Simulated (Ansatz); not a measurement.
**Bi: what changed settings do**

All trials start from this Ansatz input:

```yaml
crystal:
  lattice:
    - [4.6584121839, 0.0, 0.0]
    - [0.0, 4.52638858, 0.0]
    - [-0.3459734563, 0.0, 6.5119480672]
  atoms:
    - { symbol: Bi, position: [0.75011231, 0.75, 0.75111967] }
    - { symbol: Bi, position: [0.24988769, 0.25, 0.24888033] }
    - { symbol: Bi, position: [0.74862508, 0.75, 0.25126662] }
    - { symbol: Bi, position: [0.25137492, 0.25, 0.74873338] }
basis:
  ecutwfc: 420
kpoints:
  mp_grid: { grid: [4, 4, 2] }
hamiltonian:
  xc: pbe
scf:
  occupations: { method: gaussian, width: 0.1 }
output:
  forces: true
  stress: true
  eigenvalues: true
```

Command:

```bash
ansatz run input.yaml --threads 1 --pin off --max-ram 1331MiB --backend cpu --events-out ev --progress --plain --runs-dir out
```

The run converges in 6 SCF iterations on 18 irreducible k-points: pressure 1.47 GPa, largest force 0.048 eV/Å, no gap.

Settings here are deliberately varied, not converged. Each trial's input is given as a difference from the reference's; energies are extrapolated to zero smearing where there is one, and pressure is positive in compression.

Trial 1:

```diff
 scf:
-  occupations: { method: gaussian, width: 0.1 }
+  occupations: { method: fermi_dirac, width: 0.035 }
```

What happens?

The run converges in 6 SCF iterations on 18 irreducible k-points: energy 0.02 meV per atom below the reference, pressure 1.47 GPa, largest force 0.050 eV/Å, no gap.

Trial 2 (one atom moved):

```diff
 crystal:
   atoms:
-    - { symbol: Bi, position: [0.74862508, 0.75, 0.25126662] }
+    - { symbol: Bi, position: [0.74862508, 0.7941853359, 0.25126662] }
 kpoints:
-  mp_grid: { grid: [4, 4, 2] }
+  mp_grid: { grid: [1, 1, 1] }
 scf:
+  max_iter: 80
+  convergence: { dr2_threshold: "1e-8 eV" }
```

What happens?

The run converges in 9 SCF iterations on 1 irreducible k-point: energy 477 meV per atom below the reference, pressure 5.30 GPa, largest force 1.681 eV/Å, gap on the sampled k-points 3.69 eV (the reference is a metal, so it comes from the sampling or the changed settings). It warns that the SCF threshold is loose for the stress.